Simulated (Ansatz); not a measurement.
We consider α-quartz-type GeO2 (metastable phase), described by RPBE (PAW; Ansatz, a quantum-chemistry and plane-wave program).

Numerical settings: plane-wave cutoff 520 eV, 12×12×6 k mesh (along the axes of the cell as run), Fermi–Dirac smearing 0.01 eV, scalar-relativistic PAW data made under PBE.

Computed at the level's own relaxed cell.

Task: Predict the band gap, smallest direct gap on the k points sampled, pressure derivative B′ of the bulk modulus, c axis length and lattice constant a.

Result: 
- band gap: 3.17 eV (indirect)
- smallest direct gap on the k points sampled: 3.26 eV
- pressure derivative B′ of the bulk modulus: 2.4
- c axis length: 5.839 Å
- lattice constant a: 5.190 Å

Measured, for comparison: lattice parameter c 5.652 Å, lattice constant a 4.987 Å (temperature not stated, no zero-point or thermal correction; as tabulated in Saito and Ono (2011), arXiv:1008.4998). Computed (rounded) less measured: lattice parameter c +3.3 %, lattice constant a +4.1 %.

Note: the cell is over a tenth larger than the published one: the level's own overestimate first of all, though another phase or state, or a fault of the published cell, is possible; the bulk modulus comes from volumes at which shape and atoms were relaxed.

Spin–orbit coupling is not included.

Static lattice: no zero-point or thermal effects.

It cost about 14 core-minutes (a rough figure) of CPU time.
